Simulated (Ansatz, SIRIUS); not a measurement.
Equation of state of SnSe under PBE

```
CELL_PARAMETERS angstrom
0.00000 3.39084 3.39084
3.39084 0.00000 3.39084
3.39084 3.39084 0.00000
ATOMIC_POSITIONS crystal
Sn 0.00000 0.00000 0.00000
Se 0.75000 0.75000 0.75000
```

Measurements of this composition are mostly on another form, of space group No. 62.

The cell was scaled at fixed shape and fractions and run with Ansatz, Ansatz PAW (earlier soft set), cutoff 420 eV; PBE, k mesh 7 × 7 × 7 on the cell of 2 atoms, fermi-dirac occupations of 0.05 eV, no spin polarisation, no spin-orbit coupling. Energies are those that the program minimises, any entropy of the smearing included.

```csv
V (Å³/atom),energy over the lowest row (meV/atom)
36.6480,13.979
37.4277,?
38.2074,1.325
38.9872,0.000
39.7669,1.641
40.5467,5.984
41.3264,12.781
```

Fit the third-order Birch-Murnaghan form, give V0, B0 and B′, and predict the energy left open.

With y = (V0/V)^(2/3), E = E0 + (9 V0 B0/16) [(y - 1)³ B′ + (y - 1)² (6 - 4y)]. Least squares through the rows shown give V0 = 38.9332 Å³/atom, E0 = -0.003 meV, B0 = 30.49 GPa (1 eV/Å³ = 160.218 GPa) and B′ = 3.54, with a largest miss of 0.005 meV. At V = 37.4277 the form with these constants gives 5.876 meV; the run gave 5.889 meV an atom. Other set-ups at this level, from all their volumes (Å³/atom, GPa): SIRIUS, PseudoDojo 0.4.1 PBE standard (scalar relativistic): V0 38.968, B0 30.54.
